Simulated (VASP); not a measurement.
# PbSe (Clausthalite) (Fm-3m) in VASP: settings compared, part 2 of 2

VASP 6.6.1. The steps go on from the part before.

## 4. Single point, PBEsol

INCAR

```
PREC     = Accurate       # precision mode
ENCUT    = 520            # plane-wave cutoff, eV
EDIFF    = 1E-6           # SCF threshold, eV
ISMEAR   = -1             # smearing method
SIGMA    = 0.1            # smearing width, eV
LREAL    = F              # projectors in reciprocal space
LASPH    = T              # aspherical terms in the spheres
NELM     = 80             # most SCF steps
ALGO     = Normal         # electronic algorithm
ISIF     = 2              # what is computed and relaxed
LWAVE    = F              # write WAVECAR
LCHARG   = F              # write CHGCAR
GGA      = PS             # functional
NBANDS   = 17             # bands
```

KPOINTS

```
Automatic mesh
0
Gamma
  9 9 9
```

POSCAR

```
PbSe
1.0
    0.0000000000      3.0606500000      3.0606500000
    3.0606500000      0.0000000000      3.0606500000
    3.0606500000      3.0606500000      0.0000000000
Pb Se
1 1
Direct
    0.0000000000      0.0000000000      0.0000000000
    0.5000000000      0.5000000000      0.5000000000
```

Started as:

```console
cat potpaw_PBE.64/Pb_d/POTCAR potpaw_PBE.64/Se/POTCAR > POTCAR
mpirun -np 1 vasp_std > vasp.out
```

Wall time 10 s (1 thread of Intel Xeon 6975P-C (Granite Rapids), shared host); peak memory 0.19 GiB.

The run converged. Its results:

```
Free energy : -8.9172 eV
Pressure    : -0.5 GPa
```

Levels at points of the mesh, in eV from the Fermi level:
```tsv
k point	band 7	band 8	band 9	band 10	band 11	band 12	band 13	band 14
(0.00, 0.00, 0.00)	-6.48	-2.01	-2.01	-2.01	4.53	4.53	4.53	6.30
```

Caveat: this odd mesh misses L, where the gap lies, so gap, dielectric constants and Born charges aren't listed; the PAW data sets were made with another functional, which shifts forces and pressure a little; spin-orbit coupling is left out, which moves the levels of the heavy elements.

## 5. Single point, PBEsol

INCAR

```
SYSTEM = PbSe
  PREC = Accurate
  ENCUT = 520
  EDIFF = 1E-6
  ISMEAR = -1
  SIGMA = 0.1
  LREAL = .False.
  LASPH = .True.
  NELM = 100
  ALGO = Normal
  ISIF = 2
  LWAVE = .False.
  LCHARG = .False.
  GGA = PS
  NBANDS = 17
```

KPOINTS

```
Automatic mesh
0
Gamma
  10 10 10
  0 0 0
```

POSCAR is that of step 4.

Started as:

```console
cat potpaw_PBE.64/Pb_d/POTCAR potpaw_PBE.64/Se/POTCAR > POTCAR
mpirun -np 1 vasp_std > vasp.out
```

Run time: 13 s. Hardware: 1 thread of Intel Xeon 6975P-C (Granite Rapids), shared host; peak memory 0.2 GiB.

It converged, with:

```yaml
Free_energy: -8.9166 eV
Pressure: -0.5 GPa
Band_gap_on_the_k_mesh: 0.20 eV, direct
```

Levels at points of the mesh, in eV from the valence-band top:
```tsv
k point	band 6	band 7	band 8	band 9	band 10	band 11	band 12	band 13	band 14	band 15
(0.00, 0.00, 0.00)	-13.61	-6.33	-1.87	-1.87	-1.87	4.68	4.68	4.68	6.45	6.45
(0.50, 0.00, 0.00)	-12.53	-8.83	-1.46	-1.46	0.00	0.20	1.65	1.65	8.41	10.10
(0.50, 0.50, 0.00)	-12.15	-7.41	-5.02	-3.25	-3.25	3.58	5.58	5.58	6.01	11.30
```

Caveat: the PAW data sets were made with another functional, which shifts forces and pressure a little; spin-orbit coupling is left out, which moves the levels of the heavy elements.

## 6. Single point, PBEsol

INCAR

```
PREC = Accurate ; ENCUT = 520
EDIFF = 1E-6 ; ISMEAR = -1
SIGMA = 0.1 ; LREAL = F
LASPH = T ; NELM = 100
ALGO = Normal ; ISIF = 2
LWAVE = F ; LCHARG = F
GGA = PS ; NBANDS = 17
```

KPOINTS

```
Automatic mesh
0
Gamma
  12 12 12
```

POSCAR is that of step 5.

Potentials or basis: VASP PAW PBE potentials, release 64 (Pb_d, Se).

Started as:

```console
cat potpaw_PBE.64/Pb_d/POTCAR potpaw_PBE.64/Se/POTCAR > POTCAR
mpirun -np 1 vasp_std > vasp.out
```

Run time: 19 s. Hardware: 1 thread of Intel Xeon 6975P-C (Granite Rapids), shared host; peak memory 0.21 GiB.

The run converged. Its results:

| Property | Result |
| --- | --- |
| Free energy | -8.9162 eV |
| Pressure | -0.5 GPa |
| Band gap on the k mesh | 0.20 eV, direct |

Levels at points of the mesh, in eV from the valence-band top:
| k point | band 7 | band 8 | band 9 | band 10 | band 11 | band 12 | band 13 | band 14 |
| --- | --- | --- | --- | --- | --- | --- | --- | --- |
| (0.00, 0.00, 0.00) | -6.33 | -1.87 | -1.87 | -1.87 | 4.68 | 4.68 | 4.68 | 6.45 |
| (0.50, 0.00, 0.00) | -8.83 | -1.46 | -1.46 | 0.00 | 0.20 | 1.65 | 1.65 | 8.41 |
| (0.50, 0.50, 0.00) | -7.41 | -5.02 | -3.25 | -3.25 | 3.58 | 5.58 | 5.58 | 6.01 |

Caveat: the PAW data sets were made with another functional, which shifts forces and pressure a little; spin-orbit coupling is left out, which moves the levels of the heavy elements.

## 7. The runs side by side

```csv
level,k mesh,smearing,gap on the mesh (eV),pressure (GPa)
PBE,6 × 6 × 6,fermi-dirac 0.05 eV,0.29,2.4
PBEsol,7 × 7 × 7,fermi-dirac 0.1 eV,-,-0.6
PBEsol,9 × 9 × 9,fermi-dirac 0.1 eV,-,-0.5
PBEsol,10 × 10 × 10,fermi-dirac 0.1 eV,0.20,-0.5
PBEsol,12 × 12 × 12,fermi-dirac 0.1 eV,0.20,-0.5
```

Alike in all rows: task single point; potentials or basis VASP PAW PBE potentials, release 64 (Pb_d, Se); no spin polarisation; cell as given; cutoff (eV) 520.

On the cell as given the gap runs from 0.20 eV (PBEsol) to 0.29 eV (PBE); the meshes differ, which moves gaps too. The pressure there spans -0.6 GPa (PBEsol) to 2.4 GPa (PBE); a positive pressure means that this level wants a larger cell, a negative one a smaller.

Caveats: spin-orbit coupling is left out, which moves the levels of the heavy elements; the PAW data sets were made with another functional, which shifts forces and pressure a little (some runs).

Total energies depend on the potentials used, so only differences within one code and one set of settings carry meaning.

## 8. Against experiment

Step 2. Against the measured gap of PbSe, 0.28 eV (direct; 300 K; a printed reference work, monograph), the calculated 0.29 eV is off by +0.01 eV. 2 values of this kind are on record (0.15 to 0.28 eV); this one was drawn at random. Spin-orbit coupling on Pb, Se is left out. The value is that of PBE on a finite k mesh, which can miss the band edges, without temperature or zero-point motion.

Step 5. Against the measured gap of PbSe, 0.28 eV (direct; 300 K; a printed reference work, monograph), the calculated 0.20 eV is off by -0.08 eV. 2 values of this kind are on record (0.15 to 0.28 eV); this one was drawn at random. Spin-orbit coupling on Pb, Se is left out. The value is that of PBEsol on a finite k mesh, which can miss the band edges, without temperature or zero-point motion. Semilocal functionals fall short of measured gaps as a rule.

Step 6. Against the measured gap of PbSe, 0.15 eV (direct; 4.2 K; a printed reference work, monograph), the calculated 0.20 eV is off by +0.05 eV. 2 values of this kind are on record (0.15 to 0.28 eV); this one was drawn at random. Spin-orbit coupling on Pb, Se is left out. The value is that of PBEsol on a finite k mesh, which can miss the band edges, without temperature or zero-point motion.
